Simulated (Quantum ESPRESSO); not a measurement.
PtSe2 (Sudovikovite), 3 atoms in the cell. The structure is trigonal, space group P-3m1 (No. 164). The conventional cell has a = 3.724 Å, b = 3.724 Å, c = 5.062 Å, α = 90.00°, β = 90.00°, γ = 120.00°. Pt (site symmetry -3m) is surrounded by 6 Se at 2.49 Å. Se (site symmetry 3m) has 3 Pt at 2.49 Å as nearest neighbours. 

```yaml
Program: Quantum ESPRESSO 7.5
Task: single point
Functional: PBE
Potentials_or_basis: SG15 PBE 1.2
Cutoff: 952 eV
Density_cutoff: 3810 eV
k_mesh: 6 × 6 × 4
Occupations: fermi-dirac, width 0.05 eV
Spin: no spin polarisation
Mixing_beta: 0.5
Most_SCF_iterations: 120
SCF_threshold: 6e-10 Ry
```

Potentials or basis: SG15 PBE 1.2.

Launch:

```bash
$ OMP_NUM_THREADS=1 mpirun -n 2 pw.x -nk 2 -in pw.in > pw.out
```

Hardware: 2 MPI ranks on Arm Neoverse V1 (shared host).

Question: Estimate the wall time of this run.

Answer: Run time: 22 s on 2 MPI ranks on Arm Neoverse V1, with other jobs on the host, peak memory 0.18 GiB a rank. Counts: scf iterations 9, k pools 2, bands 22, k points 24, g dense 32517.
